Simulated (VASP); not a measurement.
# HfN (P6_3/mmc) in VASP: notebook, part 5 of 8

VASP 6.6.1. The steps go on from the part before.

## Step 44: Equation of state, PBE, 11.86 Å³/atom

INCAR

```
SYSTEM = HfN
PREC = Accurate ; ENCUT = 460
EDIFF = 1E-6 ; ISMEAR = 0
SIGMA = 0.2 ; LREAL = .FALSE.
LASPH = .TRUE. ; NELM = 100
ALGO = Normal ; ISIF = 2
LWAVE = .FALSE. ; LCHARG = .FALSE.
GGA = PE ; ADDGRID = .FALSE.
```

KPOINTS

```
regular mesh
0
G
  5 5 3
  0 0 0
```

POSCAR

```
HfN
1.0
    3.1649388323      0.0000000000      0.0000000000
   -1.5824694162      2.7409174302      0.0000000000
    0.0000000000      0.0000000000      5.4704025717
Hf N
2 2
Direct
    0.3333333333      0.6666666667      0.2500000000
    0.6666666667      0.3333333333      0.7500000000
    0.0000000000      0.0000000000      0.5000000000
    0.0000000000      0.0000000000      0.0000000000
```

The run is started by

```
$ cat potpaw_PBE.64/Hf_pv/POTCAR potpaw_PBE.64/N/POTCAR > POTCAR
$ mpirun -np 1 vasp_std > vasp.out
```

It used 8.3 s of CPU time on 1 thread of Intel(R) Xeon(R) Platinum 8488C (Sapphire Rapids), with other jobs on the host, which was overloaded at the time.

These settings aren't checked as converged: the numbers below hold their error.

Results:

| Property | Result |
| --- | --- |
| Free energy | -43.4614 eV |
| Pressure | -4.7 GPa |
| Band gap on the k mesh | none (metal or under the smearing width) |

Caveat: the k mesh is coarse (spacing up to 0.46 Å⁻¹), so the values aren't converged; the cutoff is under 1.25 times the usual one of these potentials, so pressure, stress and relaxed cells hold a basis-set (Pulay) error.

## Step 45: Equation of state, PBE, 11.17 Å³/atom

Changes to INCAR since step 44:

```diff
@@ -3,3 +3,3 @@
 EDIFF = 1E-6 ; ISMEAR = 0
-SIGMA = 0.2 ; LREAL = .FALSE.
+SIGMA = 0.01 ; LREAL = .FALSE.
 LASPH = .TRUE. ; NELM = 100
```

KPOINTS is that of step 44.

POSCAR

```
HfN
1.0
    3.1022502209      0.0000000000      0.0000000000
   -1.5511251105      2.6866275002      0.0000000000
    0.0000000000      0.0000000000      5.3620491535
Hf N
2 2
Direct
    0.3333333333      0.6666666667      0.2500000000
    0.6666666667      0.3333333333      0.7500000000
    0.0000000000      0.0000000000      0.5000000000
    0.0000000000      0.0000000000      0.0000000000
```

Potentials or basis: VASP PAW PBE potentials, release 64 (Hf_pv, N).

The run is started by

```
$ cat potpaw_PBE.64/Hf_pv/POTCAR potpaw_PBE.64/N/POTCAR > POTCAR
$ mpirun -np 1 vasp_std > vasp.out
```

Run time: 15 s. Hardware: 1 thread of Intel Xeon Platinum 8488C (Sapphire Rapids), shared host; peak memory 0.15 GiB.

The run converged, but some of its settings lie outside the range that counts as converged, so its numbers aren't taken as properties of the crystal.

Results:

| Quantity | Value |
| --- | --- |
| Free energy | -43.3796 eV |
| Pressure | 12.2 GPa |
| Band gap on the k mesh | none (metal or under the smearing width) |

Caveat: the k mesh is coarse (spacing up to 0.47 Å⁻¹), so the values aren't converged; the cutoff is under 1.25 times the usual one of these potentials, so pressure, stress and relaxed cells hold a basis-set (Pulay) error.

## Step 46: Equation of state, PBE, 11.86 Å³/atom

INCAR is that of step 45.

KPOINTS is that of step 45.

POSCAR

```
HfN
1.0
    3.1649388323      0.0000000000      0.0000000000
   -1.5824694162      2.7409174302      0.0000000000
    0.0000000000      0.0000000000      5.4704025717
Hf N
2 2
Direct
    0.3333333333      0.6666666667      0.2500000000
    0.6666666667      0.3333333333      0.7500000000
    0.0000000000      0.0000000000      0.5000000000
    0.0000000000      0.0000000000      0.0000000000
```

The run is started by

```
$ cat potpaw_PBE.64/Hf_pv/POTCAR potpaw_PBE.64/N/POTCAR > POTCAR
$ mpirun -np 1 vasp_std > vasp.out
```

It used 8.2 s of CPU time on 1 thread of Intel(R) Xeon(R) Platinum 8488C (Sapphire Rapids), on a shared host, which was overloaded at the time.

These settings aren't checked as converged: the numbers below hold their error.

What came out:

```yaml
Free_energy: -43.4490 eV
Pressure: -4.7 GPa
Band_gap_on_the_k_mesh: none (metal or under the smearing width)
```

Caveat: the k mesh is coarse (spacing up to 0.46 Å⁻¹), so the values aren't converged; the cutoff is under 1.25 times the usual one of these potentials, so pressure, stress and relaxed cells hold a basis-set (Pulay) error.

## Step 47: Equation of state, PBE, 11.17 Å³/atom

INCAR

```
SYSTEM = HfN
PREC = Low ; ENCUT = 460
EDIFF = 1E-6 ; ISMEAR = 0
SIGMA = 0.05 ; LREAL = .FALSE.
LASPH = .TRUE. ; NELM = 100
ALGO = Normal ; ISIF = 2
LWAVE = .FALSE. ; LCHARG = .FALSE.
GGA = PE ; ADDGRID = .FALSE.
```

KPOINTS is that of step 46.

POSCAR

```
HfN
1.0
    3.1022502209      0.0000000000      0.0000000000
   -1.5511251105      2.6866275002      0.0000000000
    0.0000000000      0.0000000000      5.3620491535
Hf N
2 2
Direct
    0.3333333333      0.6666666667      0.2500000000
    0.6666666667      0.3333333333      0.7500000000
    0.0000000000      0.0000000000      0.5000000000
    0.0000000000      0.0000000000      0.0000000000
```

The run is started by

```
$ cat potpaw_PBE.64/Hf_pv/POTCAR potpaw_PBE.64/N/POTCAR > POTCAR
$ mpirun -np 1 vasp_std > vasp.out
```

It used 4.3 s of CPU time on 1 thread of Intel(R) Xeon(R) Platinum 8488C (Sapphire Rapids), on a shared host, which was overloaded at the time.

These settings aren't checked as converged: the numbers below hold their error.

Results:

| Quantity | Value |
| --- | --- |
| Free energy | -43.3860 eV |
| Pressure | 12.2 GPa |
| Band gap on the k mesh | none (metal or under the smearing width) |

Caveat: the k mesh is coarse (spacing up to 0.47 Å⁻¹), so the values aren't converged; the cutoff is under 1.25 times the usual one of these potentials, so pressure, stress and relaxed cells hold a basis-set (Pulay) error.

## Step 48: Equation of state, PBE, 11.86 Å³/atom

INCAR is that of step 47.

KPOINTS is that of step 47.

POSCAR

```
HfN
1.0
    3.1649388323      0.0000000000      0.0000000000
   -1.5824694162      2.7409174302      0.0000000000
    0.0000000000      0.0000000000      5.4704025717
Hf N
2 2
Direct
    0.3333333333      0.6666666667      0.2500000000
    0.6666666667      0.3333333333      0.7500000000
    0.0000000000      0.0000000000      0.5000000000
    0.0000000000      0.0000000000      0.0000000000
```

Potentials or basis: VASP PAW PBE potentials, release 64 (Hf_pv, N).

The run is started by

```
$ cat potpaw_PBE.64/Hf_pv/POTCAR potpaw_PBE.64/N/POTCAR > POTCAR
$ mpirun -np 1 vasp_std > vasp.out
```

It used 5.3 s of CPU time on 1 thread of Intel(R) Xeon(R) Platinum 8488C (Sapphire Rapids) (shared host), which was overloaded at the time.

The run converged, but some of its settings lie outside the range that counts as converged, so its numbers aren't taken as properties of the crystal.

What came out:

```yaml
Free_energy: -43.4520 eV
Pressure: -4.7 GPa
Band_gap_on_the_k_mesh: none (metal or under the smearing width)
```

Caveat: the k mesh is coarse (spacing up to 0.46 Å⁻¹), so the values aren't converged; the cutoff is under 1.25 times the usual one of these potentials, so pressure, stress and relaxed cells hold a basis-set (Pulay) error.

## Step 49: Equation of state, PBE, 11.17 Å³/atom

Changes to INCAR since step 48:

```diff
@@ -1,3 +1,3 @@
 SYSTEM = HfN
-PREC = Low ; ENCUT = 460
+PREC = Normal ; ENCUT = 460
 EDIFF = 1E-6 ; ISMEAR = 0
```

KPOINTS is that of step 48.

POSCAR

```
HfN
1.0
    3.1022502209      0.0000000000      0.0000000000
   -1.5511251105      2.6866275002      0.0000000000
    0.0000000000      0.0000000000      5.3620491535
Hf N
2 2
Direct
    0.3333333333      0.6666666667      0.2500000000
    0.6666666667      0.3333333333      0.7500000000
    0.0000000000      0.0000000000      0.5000000000
    0.0000000000      0.0000000000      0.0000000000
```

The run is started by

```
$ cat potpaw_PBE.64/Hf_pv/POTCAR potpaw_PBE.64/N/POTCAR > POTCAR
$ mpirun -np 1 vasp_std > vasp.out
```

It used 4.7 s of CPU time on 1 thread of Intel(R) Xeon(R) Platinum 8488C (Sapphire Rapids), on a shared host, which was overloaded at the time.

These settings aren't checked as converged: the numbers below hold their error.

Results:

```yaml
Free_energy: -43.3847 eV
Pressure: 12.3 GPa
Band_gap_on_the_k_mesh: none (metal or under the smearing width)
```

Caveat: the k mesh is coarse (spacing up to 0.47 Å⁻¹), so the values aren't converged; the cutoff is under 1.25 times the usual one of these potentials, so pressure, stress and relaxed cells hold a basis-set (Pulay) error.

## Step 50: Equation of state, PBE, 11.86 Å³/atom

INCAR is that of step 49.

KPOINTS is that of step 49.

POSCAR

```
HfN
1.0
    3.1649388323      0.0000000000      0.0000000000
   -1.5824694162      2.7409174302      0.0000000000
    0.0000000000      0.0000000000      5.4704025717
Hf N
2 2
Direct
    0.3333333333      0.6666666667      0.2500000000
    0.6666666667      0.3333333333      0.7500000000
    0.0000000000      0.0000000000      0.5000000000
    0.0000000000      0.0000000000      0.0000000000
```

The run is started by

```
$ cat potpaw_PBE.64/Hf_pv/POTCAR potpaw_PBE.64/N/POTCAR > POTCAR
$ mpirun -np 1 vasp_std > vasp.out
```

Wall time 11 s (1 thread of Intel Xeon Platinum 8488C (Sapphire Rapids), shared host); peak memory 0.12 GiB.

The run converged, but some of its settings lie outside the range that counts as converged, so its numbers aren't taken as properties of the crystal.

Results:

```yaml
Free_energy: -43.4512 eV
Pressure: -4.7 GPa
Band_gap_on_the_k_mesh: none (metal or under the smearing width)
```

Caveat: the k mesh is coarse (spacing up to 0.46 Å⁻¹), so the values aren't converged; the cutoff is under 1.25 times the usual one of these potentials, so pressure, stress and relaxed cells hold a basis-set (Pulay) error.

## Step 51: Equation of state, PBE, 11.17 Å³/atom

INCAR

```
SYSTEM = HfN
PREC = Accurate ; ENCUT = 460
EDIFF = 1E-6 ; ISMEAR = 0
SIGMA = 0.05 ; LREAL = Auto
LASPH = .TRUE. ; NELM = 100
ALGO = Normal ; ISIF = 2
LWAVE = .FALSE. ; LCHARG = .FALSE.
GGA = PE ; ADDGRID = .FALSE.
```

KPOINTS is that of step 50.

POSCAR

```
HfN
1.0
    3.1022502209      0.0000000000      0.0000000000
   -1.5511251105      2.6866275002      0.0000000000
    0.0000000000      0.0000000000      5.3620491535
Hf N
2 2
Direct
    0.3333333333      0.6666666667      0.2500000000
    0.6666666667      0.3333333333      0.7500000000
    0.0000000000      0.0000000000      0.5000000000
    0.0000000000      0.0000000000      0.0000000000
```

Potentials or basis: VASP PAW PBE potentials, release 64 (Hf_pv, N).

The run is started by

```
$ cat potpaw_PBE.64/Hf_pv/POTCAR potpaw_PBE.64/N/POTCAR > POTCAR
$ mpirun -np 1 vasp_std > vasp.out
```

It took 23 s on 1 thread of Intel Xeon Platinum 8488C (Sapphire Rapids), shared host; peak memory 0.15 GiB.

These settings aren't checked as converged: the numbers below hold their error.

Results:

- Free energy: -43.3830 eV
- Pressure: 12.2 GPa
- Band gap on the k mesh: none (metal or under the smearing width)

Caveat: the k mesh is coarse (spacing up to 0.47 Å⁻¹), so the values aren't converged; the cutoff is under 1.25 times the usual one of these potentials, so pressure, stress and relaxed cells hold a basis-set (Pulay) error.

## Step 52: Equation of state, PBE, 11.86 Å³/atom

INCAR is that of step 51.

KPOINTS is that of step 51.

POSCAR

```
HfN
1.0
    3.1649388323      0.0000000000      0.0000000000
   -1.5824694162      2.7409174302      0.0000000000
    0.0000000000      0.0000000000      5.4704025717
Hf N
2 2
Direct
    0.3333333333      0.6666666667      0.2500000000
    0.6666666667      0.3333333333      0.7500000000
    0.0000000000      0.0000000000      0.5000000000
    0.0000000000      0.0000000000      0.0000000000
```

The run is started by

```
$ cat potpaw_PBE.64/Hf_pv/POTCAR potpaw_PBE.64/N/POTCAR > POTCAR
$ mpirun -np 1 vasp_std > vasp.out
```

Wall time 24 s (1 thread of Intel Xeon Platinum 8488C (Sapphire Rapids), shared host); peak memory 0.15 GiB.

The run converged, but some of its settings lie outside the range that counts as converged, so its numbers aren't taken as properties of the crystal.

Results:

* Free energy: -43.4521 eV
* Pressure: -4.7 GPa
* Band gap on the k mesh: none (metal or under the smearing width)

Caveat: the k mesh is coarse (spacing up to 0.46 Å⁻¹), so the values aren't converged; the cutoff is under 1.25 times the usual one of these potentials, so pressure, stress and relaxed cells hold a basis-set (Pulay) error.

## Step 53: Equation of state, PBE, 11.17 Å³/atom

INCAR

```
SYSTEM = HfN
PREC = Accurate ; ENCUT = 460
EDIFF = 0.01 ; ISMEAR = 0
SIGMA = 0.05 ; LREAL = .FALSE.
LASPH = .TRUE. ; NELM = 100
ALGO = Normal ; ISIF = 2
LWAVE = .FALSE. ; LCHARG = .FALSE.
GGA = PE ; ADDGRID = .FALSE.
```

KPOINTS is that of step 52.

POSCAR

```
HfN
1.0
    3.1022502209      0.0000000000      0.0000000000
   -1.5511251105      2.6866275002      0.0000000000
    0.0000000000      0.0000000000      5.3620491535
Hf N
2 2
Direct
    0.3333333333      0.6666666667      0.2500000000
    0.6666666667      0.3333333333      0.7500000000
    0.0000000000      0.0000000000      0.5000000000
    0.0000000000      0.0000000000      0.0000000000
```

The run is started by

```
$ cat potpaw_PBE.64/Hf_pv/POTCAR potpaw_PBE.64/N/POTCAR > POTCAR
$ mpirun -np 1 vasp_std > vasp.out
```

It used 6.3 s of CPU time on 1 thread of Intel(R) Xeon(R) Platinum 8488C (Sapphire Rapids), on a shared host, which was overloaded at the time.

These settings aren't checked as converged: the numbers below hold their error.

What came out:

| Property | Result |
| --- | --- |
| Free energy | -43.3832 eV |
| Pressure | 12.7 GPa |
| Band gap on the k mesh | none (metal or under the smearing width) |

Caveat: the k mesh is coarse (spacing up to 0.47 Å⁻¹), so the values aren't converged; the cutoff is under 1.25 times the usual one of these potentials, so pressure, stress and relaxed cells hold a basis-set (Pulay) error.

## Step 54: Equation of state, PBE, 11.86 Å³/atom

INCAR is that of step 53.

KPOINTS is that of step 53.

POSCAR

```
HfN
1.0
    3.1649388323      0.0000000000      0.0000000000
   -1.5824694162      2.7409174302      0.0000000000
    0.0000000000      0.0000000000      5.4704025717
Hf N
2 2
Direct
    0.3333333333      0.6666666667      0.2500000000
    0.6666666667      0.3333333333      0.7500000000
    0.0000000000      0.0000000000      0.5000000000
    0.0000000000      0.0000000000      0.0000000000
```

Potentials or basis: VASP PAW PBE potentials, release 64 (Hf_pv, N).

The run is started by

```
$ cat potpaw_PBE.64/Hf_pv/POTCAR potpaw_PBE.64/N/POTCAR > POTCAR
$ mpirun -np 1 vasp_std > vasp.out
```

It used 6 s of CPU time on 1 thread of Intel(R) Xeon(R) Platinum 8488C (Sapphire Rapids) (shared host), which was overloaded at the time.

These settings aren't checked as converged: the numbers below hold their error.

Results:

* Free energy: -43.4528 eV
* Pressure: -4.4 GPa
* Band gap on the k mesh: none (metal or under the smearing width)

Caveat: the k mesh is coarse (spacing up to 0.46 Å⁻¹), so the values aren't converged; the cutoff is under 1.25 times the usual one of these potentials, so pressure, stress and relaxed cells hold a basis-set (Pulay) error.

## Step 55: Equation of state, PBE, 11.17 Å³/atom

Changes to INCAR since step 54:

```diff
@@ -2,3 +2,3 @@
 PREC = Accurate ; ENCUT = 460
-EDIFF = 0.01 ; ISMEAR = 0
+EDIFF = 0.001 ; ISMEAR = 0
 SIGMA = 0.05 ; LREAL = .FALSE.
```

KPOINTS is that of step 54.

POSCAR

```
HfN
1.0
    3.1022502209      0.0000000000      0.0000000000
   -1.5511251105      2.6866275002      0.0000000000
    0.0000000000      0.0000000000      5.3620491535
Hf N
2 2
Direct
    0.3333333333      0.6666666667      0.2500000000
    0.6666666667      0.3333333333      0.7500000000
    0.0000000000      0.0000000000      0.5000000000
    0.0000000000      0.0000000000      0.0000000000
```

The run is started by

```
$ cat potpaw_PBE.64/Hf_pv/POTCAR potpaw_PBE.64/N/POTCAR > POTCAR
$ mpirun -np 1 vasp_std > vasp.out
```

Run time: 15 s. Hardware: 1 thread of Intel Xeon Platinum 8488C (Sapphire Rapids), shared host; peak memory 0.15 GiB.

These settings aren't checked as converged: the numbers below hold their error.

What came out:

| Item | Value |
| --- | --- |
| Free energy | -43.3824 eV |
| Pressure | 11.9 GPa |
| Band gap on the k mesh | none (metal or under the smearing width) |

Caveat: the k mesh is coarse (spacing up to 0.47 Å⁻¹), so the values aren't converged; the cutoff is under 1.25 times the usual one of these potentials, so pressure, stress and relaxed cells hold a basis-set (Pulay) error.

## Step 56: Equation of state, PBE, 11.86 Å³/atom

INCAR is that of step 55.

KPOINTS is that of step 55.

POSCAR

```
HfN
1.0
    3.1649388323      0.0000000000      0.0000000000
   -1.5824694162      2.7409174302      0.0000000000
    0.0000000000      0.0000000000      5.4704025717
Hf N
2 2
Direct
    0.3333333333      0.6666666667      0.2500000000
    0.6666666667      0.3333333333      0.7500000000
    0.0000000000      0.0000000000      0.5000000000
    0.0000000000      0.0000000000      0.0000000000
```

The run is started by

```
$ cat potpaw_PBE.64/Hf_pv/POTCAR potpaw_PBE.64/N/POTCAR > POTCAR
$ mpirun -np 1 vasp_std > vasp.out
```

Run time: 15 s. Hardware: 1 thread of Intel Xeon Platinum 8488C (Sapphire Rapids), shared host; peak memory 0.15 GiB.

The run converged, but some of its settings lie outside the range that counts as converged, so its numbers aren't taken as properties of the crystal.

What came out:

```yaml
Free_energy: -43.4513 eV
Pressure: -4.8 GPa
Band_gap_on_the_k_mesh: none (metal or under the smearing width)
```

Caveat: the k mesh is coarse (spacing up to 0.46 Å⁻¹), so the values aren't converged; the cutoff is under 1.25 times the usual one of these potentials, so pressure, stress and relaxed cells hold a basis-set (Pulay) error.

## Step 57: Equation of state, PBE, 11.17 Å³/atom

Changes to INCAR since step 56:

```diff
@@ -2,3 +2,3 @@
 PREC = Accurate ; ENCUT = 460
-EDIFF = 0.001 ; ISMEAR = 0
+EDIFF = 1E-4 ; ISMEAR = 0
 SIGMA = 0.05 ; LREAL = .FALSE.
```

KPOINTS is that of step 56.

POSCAR

```
HfN
1.0
    3.1022502209      0.0000000000      0.0000000000
   -1.5511251105      2.6866275002      0.0000000000
    0.0000000000      0.0000000000      5.3620491535
Hf N
2 2
Direct
    0.3333333333      0.6666666667      0.2500000000
    0.6666666667      0.3333333333      0.7500000000
    0.0000000000      0.0000000000      0.5000000000
    0.0000000000      0.0000000000      0.0000000000
```

Potentials or basis: VASP PAW PBE potentials, release 64 (Hf_pv, N).

The run is started by

```
$ cat potpaw_PBE.64/Hf_pv/POTCAR potpaw_PBE.64/N/POTCAR > POTCAR
$ mpirun -np 1 vasp_std > vasp.out
```

Wall time 16 s (1 thread of Intel Xeon Platinum 8488C (Sapphire Rapids), shared host); peak memory 0.15 GiB.

These settings aren't checked as converged: the numbers below hold their error.

What came out:

```
Free energy            : -43.3823 eV
Pressure               : 12.2 GPa
Band gap on the k mesh : none (metal or under the smearing width)
```

Caveat: the k mesh is coarse (spacing up to 0.47 Å⁻¹), so the values aren't converged; the cutoff is under 1.25 times the usual one of these potentials, so pressure, stress and relaxed cells hold a basis-set (Pulay) error.

## Step 58: Equation of state, PBE, 11.86 Å³/atom

INCAR is that of step 57.

KPOINTS is that of step 57.

POSCAR

```
HfN
1.0
    3.1649388323      0.0000000000      0.0000000000
   -1.5824694162      2.7409174302      0.0000000000
    0.0000000000      0.0000000000      5.4704025717
Hf N
2 2
Direct
    0.3333333333      0.6666666667      0.2500000000
    0.6666666667      0.3333333333      0.7500000000
    0.0000000000      0.0000000000      0.5000000000
    0.0000000000      0.0000000000      0.0000000000
```

The run is started by

```
$ cat potpaw_PBE.64/Hf_pv/POTCAR potpaw_PBE.64/N/POTCAR > POTCAR
$ mpirun -np 1 vasp_std > vasp.out
```

It used 7.1 s of CPU time on 1 thread of Intel(R) Xeon(R) Platinum 8488C (Sapphire Rapids), with other jobs on the host, which was overloaded at the time.

These settings aren't checked as converged: the numbers below hold their error.

What came out:

```
Free energy            : -43.4513 eV
Pressure               : -4.8 GPa
Band gap on the k mesh : none (metal or under the smearing width)
```

Caveat: the k mesh is coarse (spacing up to 0.46 Å⁻¹), so the values aren't converged; the cutoff is under 1.25 times the usual one of these potentials, so pressure, stress and relaxed cells hold a basis-set (Pulay) error.

## Step 59: Equation of state, PBE, 11.17 Å³/atom

Changes to INCAR since step 58:

```diff
@@ -2,3 +2,3 @@
 PREC = Accurate ; ENCUT = 460
-EDIFF = 1E-4 ; ISMEAR = 0
+EDIFF = 1E-5 ; ISMEAR = 0
 SIGMA = 0.05 ; LREAL = .FALSE.
```

KPOINTS is that of step 58.

POSCAR

```
HfN
1.0
    3.1022502209      0.0000000000      0.0000000000
   -1.5511251105      2.6866275002      0.0000000000
    0.0000000000      0.0000000000      5.3620491535
Hf N
2 2
Direct
    0.3333333333      0.6666666667      0.2500000000
    0.6666666667      0.3333333333      0.7500000000
    0.0000000000      0.0000000000      0.5000000000
    0.0000000000      0.0000000000      0.0000000000
```

The run is started by

```
$ cat potpaw_PBE.64/Hf_pv/POTCAR potpaw_PBE.64/N/POTCAR > POTCAR
$ mpirun -np 1 vasp_std > vasp.out
```

Run time: 15 s. Hardware: 1 thread of Intel Xeon Platinum 8488C (Sapphire Rapids), shared host; peak memory 0.15 GiB.

These settings aren't checked as converged: the numbers below hold their error.

What came out:

* Free energy: -43.3823 eV
* Pressure: 12.3 GPa
* Band gap on the k mesh: none (metal or under the smearing width)

Caveat: the k mesh is coarse (spacing up to 0.47 Å⁻¹), so the values aren't converged; the cutoff is under 1.25 times the usual one of these potentials, so pressure, stress and relaxed cells hold a basis-set (Pulay) error.

[end of part 5 of 8]
